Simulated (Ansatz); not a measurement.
## LiF (P1) at 2 levels of theory

One geometry, relaxed with PBE; plane waves with PAW potentials in Ansatz, scalar-relativistic. No spin polarisation. Gaps are the least over mesh and band path; pressure is positive in compression.

```
Li F
1.0
     5.26299    0.00000    0.00000
     2.32274    4.92510    0.00000
     1.98304    1.55246    4.87962
Li F
6 6
Direct
  0.76391 0.99368 0.16384
  0.63125 0.34104 0.52909
  0.29891 0.90450 0.48428
  0.20014 0.14552 0.83618
  0.37107 0.62362 0.13169
  0.85771 0.72525 0.83723
  0.68390 0.66488 0.23569
  0.50700 0.81316 0.76733
  0.09976 0.95820 0.21965
  0.90066 0.08669 0.75705
  0.45454 0.24452 0.31146
  0.23115 0.49895 0.72650
```

```json
{"level": "PBE", "cutoff (eV)": "420", "k mesh": "6×6×6", "gap (eV)": "7.13", "pressure (GPa)": "0.0"}
```

Question: What comes out on the same cell with PBEsol?

Answer:
| level | cutoff (eV) | k mesh | gap (eV) | pressure (GPa) |
| --- | --- | --- | --- | --- |
| PBEsol | 420 | 6×6×6 | 7.01 | -1.8 |

Another cell of LiF relaxed alike, in Fm-3m, lies 87 meV/atom lower, so this cell isn't the stable form at this level.

The structure comes from a generated guess; another structure or a mixture of phases may lie lower.
